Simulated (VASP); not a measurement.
# AgCl in VASP 6.6.1, single-point calculation

INCAR

```
NELM = 51
LASPH = .FALSE.
LWAVE = .FALSE.
EDIFF = 1E-7
SIGMA = 0.02
NBANDS = 16
PREC = Accurate
IBRION = -1
GGA = PE
ENCUT = 520
NSW = 0
ISMEAR = -1
LCHARG = .FALSE.
ISIF = 2
LREAL = .FALSE.
```

KPOINTS

```
KPOINTS created by Atomic Simulation Environment
0
Gamma
3 3 3
0 0 0
```

POSCAR

```
Ag Cl
 1.0000000000000000
     3.3995495613000002    0.0039615194000000    0.0039615194000000
     0.0039615194000000    3.3995495613000002    0.0039615194000000
     0.0039615194000000    0.0039615194000000    3.3995495613000002
 Ag  Cl
   1   1
Cartesian
  0.0000000000000000  0.0000000000000000  0.0000000000000000
  1.7037363000499994  1.7037363000499997  1.7037363000499999
```

The recommended PBE PAW datasets give the neutral cell 18 valence electrons.

Command

```
mpirun -np 1 vasp_std
```

OSZICAR

```
N       E                     dE             d eps       ncg     rms          rms(c)
DAV:   1     0.101485629543E+03    0.10149E+03   -0.85361E+03   192   0.102E+03
DAV:   2    -0.223843441731E+01   -0.10372E+03   -0.95271E+02   240   0.228E+02
DAV:   3    -0.532786004521E+01   -0.30894E+01   -0.30842E+01   256   0.425E+01
DAV:   4    -0.534641644013E+01   -0.18556E-01   -0.18556E-01   224   0.356E+00
DAV:   5    -0.534662530977E+01   -0.20887E-03   -0.20887E-03   256   0.374E-01    0.534E+00
DAV:   6    -0.504369518089E+01    0.30293E+00   -0.37878E-01   208   0.862E+00    0.365E+00
DAV:   7    -0.503276387854E+01    0.10931E-01   -0.15347E-01   192   0.258E+00    0.208E+00
DAV:   8    -0.502950715763E+01    0.32567E-02   -0.78701E-03   208   0.890E-01    0.427E-01
DAV:   9    -0.502916015259E+01    0.34701E-03   -0.78741E-04   240   0.402E-01    0.490E-02
DAV:  10    -0.502918695640E+01   -0.26804E-04   -0.12859E-04   216   0.117E-01    0.418E-02
DAV:  11    -0.502919840055E+01   -0.11444E-04   -0.12632E-05   224   0.306E-02    0.116E-02
DAV:  12    -0.502919802909E+01    0.37146E-06   -0.87075E-07   256   0.936E-03    0.302E-03
DAV:  13    -0.502919816371E+01   -0.13462E-06   -0.44359E-07   224   0.425E-03    0.230E-03
DAV:  14    -0.502919800828E+01    0.15543E-06   -0.55661E-08   144   0.181E-03    0.797E-04
DAV:  15    -0.502919800389E+01    0.43881E-08   -0.11040E-08   144   0.766E-04
   1 F= -.50291980E+01 E0= -.50291980E+01  d E =-.150077E-09
```

From OUTCAR

```
k-points           NKPTS =      6   k-points in BZ     NKDIM =      6   number of bands    NBANDS=     16

   NELECT =      18.0000    total number of electrons

   dimension x,y,z NGX =    28 NGY =   28 NGZ =   28
   dimension x,y,z NGXF=    56 NGYF=   56 NGZF=   56

  energy-cutoff  :      520.00
  volume of cell :       39.29
      direct lattice vectors                 reciprocal lattice vectors
     3.399549561  0.003961519  0.003961519     0.294157415 -0.000342385 -0.000342385
     0.003961519  3.399549561  0.003961519    -0.000342385  0.294157415 -0.000342385
     0.003961519  0.003961519  3.399549561    -0.000342385 -0.000342385  0.294157415

 k-points in reciprocal lattice and weights: KPOINTS created by Atomic Simulation Env
   0.00000000  0.00000000  0.00000000       0.037
   0.33333333  0.00000000  0.00000000       0.222
   0.33333333  0.33333333  0.00000000       0.222
  -0.33333333  0.33333333  0.00000000       0.222
   0.33333333  0.33333333  0.33333333       0.074
  -0.33333333  0.33333333  0.33333333       0.222

 E-fermi :   4.4649

 k-point     1 :       0.0000    0.0000    0.0000
  band No.  band energies     occupation
      1     -10.4385      2.00000
      2       1.4113      2.00000
      3       1.4113      2.00000
      4       2.4105      2.00000
      5       2.4105      2.00000
      6       2.4141      2.00000
      7       2.7101      2.00000
      8       2.7101      2.00000
      9       2.7262      2.00000
     10       4.8579      0.00000
     11      13.6890      0.00000
     12      13.6890      0.00000
     13      18.1301      0.00000
     14      18.1801      0.00000
     15      18.1801      0.00000
     16      20.7618      0.00000

 k-point     2 :       0.3333    0.0000    0.0000
  band No.  band energies     occupation
      1     -10.0692      2.00000
      2      -0.3831      2.00000
      3       1.4404      2.00000
      4       1.4574      2.00000
      5       1.5283      2.00000
      6       2.4521      2.00000
      7       2.5416      2.00000
      8       4.0057      2.00000
      9       4.0162      2.00000
     10       7.6406      0.00000
     11      11.9230      0.00000
     12      13.6323      0.00000
     13      14.9789      0.00000
     14      14.9880      0.00000
     15      19.4630      0.00000
     16      20.4246      0.00000

 k-point     3 :       0.3333    0.3333    0.0000
  band No.  band energies     occupation
      1      -9.7945      2.00000
      2       0.1423      2.00000
      3       0.7523      2.00000
      4       1.7664      2.00000
      5       1.7929      2.00000
      6       2.1820      2.00000
      7       2.4929      2.00000
      8       2.6925      2.00000
      9       3.8043      2.00000
     10       8.0854      0.00000
     11      11.7340      0.00000
     12      13.7177      0.00000
     13      15.6016      0.00000
     14      16.1212      0.00000
     15      18.4380      0.00000
     16      20.0408      0.00000

 ...

  Total        0.4340586      0.4340586      0.4340586      0.0078180      0.0078180      0.0078180
  in kB       17.7009500     17.7009500     17.7009500      0.3188193      0.3188193      0.3188193
  external PRESSURE =      17.7009500 kB  Pullay stress =       0.0000000 kB

 POSITION                                       TOTAL-FORCE (eV/Angst)
 -----------------------------------------------------------------------------------
      0.00000      0.00000      0.00000         0.000000      0.000000      0.000000
      1.70374      1.70374      1.70374        -0.000000     -0.000000      0.000000
 -----------------------------------------------------------------------------------
    total drift:                               -0.000000      0.000000      0.000000

  FREE ENERGIE OF THE ION-ELECTRON SYSTEM (eV)
  ---------------------------------------------------
  free  energy   TOTEN  =        -5.0291980039 eV

  energy  without entropy=       -5.0291980037  energy(sigma->0) =       -5.02919800
```

It converged. Results: gap between bands v and c on the k mesh 0.84 eV; least direct gap on the k mesh 2.13 eV; pressure 1.8 GPa. Band v is the last that the valence electrons fill when counted band by band, and c is the next.

These settings aren't sound, so the numbers aren't properties of the crystal.

On sound settings PBE gives a gap of 0.58 eV on its mesh and a pressure of 1.3 GPa for the intended cell.

The run took about 5.1 s on one core of a shared host (Intel Xeon Platinum 8488C) and held 0.15 GiB at most.
